Titanium in a one-atom cell strained at random at fixed volume, computed with GPAW 26.7.0 using PBE, PAW data sets (gpaw-data 1.2.1), a 600 eV plane-wave cutoff and an 11×11×11 k mesh. Fermi-Dirac smearing is 0.05 eV wide; spin polarisation and spin-orbit coupling are left out. Levels are counted from the Fermi energy, with number 1 the nearest on each side.

```csv
point a (reciprocal cell vector),point b (reciprocal cell vector),point c (reciprocal cell vector),level point (row),level under 4 (eV),level under 3 (eV),level under 2 (eV),level under 1 (eV),level over 1 (eV),level over 2 (eV)
0.0000,0.0000,0.0000,1,-32.45,-32.43,-32.41,-6.139,0.698,0.909
0.0909,-0.3636,0.0909,2,-33.14,-32.56,-32.55,-2.551,0.075,0.758
0.1818,0.0909,0.2727,3,-32.54,-32.47,-4.49,-0.089,1.028,1.719
0.1818,0.3636,-0.4545,4,-32.61,-1.78,-0.85,-0.084,2.513,3.279
0.2727,0.1818,-0.2727,5,-32.73,-32.57,-1.75,-0.949,0.120,2.073
0.2727,0.3636,0.0909,6,-32.60,-32.55,-3.25,-0.724,0.682,2.285
0.4545,0.0000,-0.4545,7,-32.73,-32.69,-2.56,-1.716,2.309,3.549
```

Each row is one point of the mesh of wave vectors, all from the same calculation. The wave vector $\mathbf k$ fixes how the phase of an electron wave changes from cell to cell; point a, point b and point c are its components $x, y, z$ along the reciprocal cell vectors. Energies count from the Fermi energy, up to which levels are filled. "Level under 1" is the first level below it and "level over 1" the first above it, so a column doesn't follow one band. Values near −32 or −33 eV belong to the 3p shell of the atomic core. Only points 1 and 2 show all three levels of that shell, so the −33.14 eV at point 2, the lowest of its three, has no counterpart in the rows below it. The story lies in the levels above this shell.

**Point 1: two kinds of valence state**

Point 1 is the zone centre, where the wave has the same phase in every cell. A single valence level lies below the Fermi energy, at −6.1 eV, and the next ones follow just above zero. The lowest level is the bottom of a band built mainly from 4s orbitals. These are wide and overlap strongly, so that an electron in this band moves through the crystal almost as if it were free.

The levels at 0.70 and 0.91 eV have another origin. They lie about 7 eV above the band bottom, whereas the next free-electron waves at this point would lie about 27 eV above it. They are 3d levels, held close to the atoms. In a perfect face-centred cubic (fcc) crystal the lowest three d levels would coincide here; this cell is a slightly strained version of that lattice, and the strain parts them.

**Points 2 and 3: the s band climbs, then meets the d levels**

Away from the centre the phase changes from cell to cell, the wave bends more sharply, and its kinetic energy grows. For a free electron the level would rise as

$$E(k)=E_0+\frac{\hbar^2k^2}{2m},$$

where $E_0$ is the lowest valence level at point 1, $k$ the distance from the nearest equivalent zone centre, $m$ the electron mass and $\hbar$ the reduced Planck constant. For an ideal fcc lattice with cube edge $a$,

$$k^2=\left(\frac{2\pi}{a}\right)^2\left[3(x^2+y^2+z^2)-2(xy+yz+zx)\right].$$

At points 4 and 7, 1 must first be added to $z$, which gives an equivalent point and counts the distance from the nearest centre. Point 3 serves as the worked case. The volume per atom gives $a=(4\times16.73)^{1/3}=4.06$ Å. The components are 2/11, 1/11 and 3/11, so the bracket is $(3\times14-2\times11)/121=0.165$ and $k=0.63$ Å⁻¹. With $\hbar^2/2m=3.81$ eV Å², the rise is 1.5 eV and the estimate is $-6.1+1.5=-4.6$ eV. The calculation has −4.5 eV, and point 1 supplied only the starting level.

Point 2 lies nearly twice as far out, and there the same estimate is 1.5 eV too high. The parabola has entered the energy range of the d levels. When an s-like and a d-like state at the same wave vector have matching symmetry, they mix: the lower combination is pushed down and the upper one up. The lowest level therefore lags behind the free-electron curve and gradually takes on d character. This is the standard account of transition-metal bands, argued here from theory.

**Points 4 to 6: more levels drop below the Fermi energy**

Point 6 is the nearest of these three to the centre, and the parabola works again, to about 0.1 eV. The small miss has changed sign, though: the computed level lies above the estimate at point 3 and below it here. Part of the close agreement may therefore come from a level that first rises a little faster than the parabola and then falls behind. At points 4 and 5, farther out, the parabola would carry the level to about the Fermi energy. The computed level stays near −1.8 eV at both, so the climb has flattened.

Meanwhile d levels that were empty at the centre have come down. With the phase changing between neighbours, some d orbitals meet their neighbours with lobes of like sign and become bonding, while others become antibonding. The d levels thus spread in energy, and the lower ones sink through the Fermi energy. Two valence levels lie below it at points 3, 5 and 6, and three at point 4. The second level at point 3 and the third at point 4 are less than 0.1 eV below, close enough for the thermal-type smearing of the occupations to leave them partly empty.

The number of levels below the Fermi energy doesn't simply grow with distance. Point 4 has more of them than points 5 and 7, which lie farther out. Point 2 is farther from the centre than point 6, yet its second valence level stays just above zero. Direction matters as well as distance, because d orbitals have lobes and a given phase change helps some of them more than others. The table holds energies only, so it can't tell which orbitals make up the second level at point 2.

**Point 7: the lowest level falls back**

Point 7 is the farthest from the centre, and its lowest valence level has dropped again, to −2.6 eV. The free-electron estimate is +3.1 eV, wrong by almost 6 eV. This point lies on the zone boundary of the ideal lattice, where two free waves have equal energy and the lattice can mix them. Such mixing would push one level down and the other up, but here two levels lie far below the estimate. The low pair must owe its position largely to d orbitals.

The phases suggest how. Along two of the three cell edges the wave nearly changes sign from one atom to the next, and eight of the twelve neighbours of each atom carry nearly the opposite sign. D orbitals for which this reversal turns antibonding contacts into bonding ones fall well below the Fermi energy. Those for which it does the opposite are pushed up. The third valence level, 4.0 eV above the second, need not be one of these. Both it and the fourth level, at 3.5 eV, lie within 1 eV of the free-electron estimate, so either may be largely a free-electron-like wave that mixes little with the d orbitals. Energies alone can't decide.

**Why this is a metal all the same**

The 4.0 eV at point 7 is no band gap, for a gap would have to stay open at the same filling across the whole zone. Here the number of valence levels below the Fermi energy changes between one and three, so bands cross it. Titanium's four valence electrons, two to a level, require an average of two filled levels over the full mesh. The seven points average 13/7, or about 1.9, close to that but not bound to equal it. The output below gives the re-sorted levels and the free-electron estimate for each point.

For another point of this cell, the parabola should give a good first estimate of the lowest valence level as long as it stays well below the d levels, here up to about −3 eV. Beyond that, the bonding of the d orbitals decides, and direction counts as much as distance. The energies themselves belong to this strained fcc-type cell; titanium at room temperature is hexagonal and has a different zone.

Numerical output:

```
Lowest valence level and free-electron estimate:
     row  point  distance from centre (1/A)  free-electron rise (eV)  estimate (eV)  computed (eV)  estimate less computed (eV)
     0.0      1                           0                        0         -6.139         -6.139                            0
  0.0909      2                        1.16                    5.127         -1.012         -2.551                        1.539
  0.1818      3                      0.6291                    1.508         -4.631          -4.49                       -0.141
  0.1818      4                       1.258                    6.034         -0.105          -1.78                        1.675
  0.2727      5                       1.289                    6.334         0.1946          -1.75                        1.945
  0.2727      6                      0.8897                    3.016         -3.123          -3.25                        0.127
  0.4545      7                        1.56                    9.276          3.137          -2.56                        5.697
Levels sorted by band:
     row  point  valence levels below Fermi energy  second valence level (eV)  third valence level (eV)  highest 3p level (eV)  separation across Fermi energy (eV)
     0.0      1                                  1                      0.698                     0.909                 -32.41                                6.837
  0.0909      2                                  1                      0.075                     0.758                 -32.55                                2.626
  0.1818      3                                  2                     -0.089                     1.028                 -32.47                                1.117
  0.1818      4                                  3                      -0.85                    -0.084                 -32.61                                2.597
  0.2727      5                                  2                     -0.949                      0.12                 -32.57                                1.069
  0.2727      6                                  2                     -0.724                     0.682                 -32.55                                1.406
  0.4545      7                                  2                     -1.716                     2.309                 -32.69                                4.025
next free-electron level at the centre above the band bottom (eV): 27.38
first level over the Fermi energy at the centre above the band bottom (eV): 6.837
splitting of the two d levels at the centre (eV): 0.211
spread of the three 3p levels at the centre (eV): 0.04
spread of the three 3p levels at point 2 (eV): 0.59
splitting of the upper two 3p levels at point 2 (eV): 0.01
mean number of valence levels below the Fermi energy at the seven points: 1.857
mean number of filled valence levels required over the full mesh: 2
mean number of filled valence levels at the seven points with smearing: 1.852
```
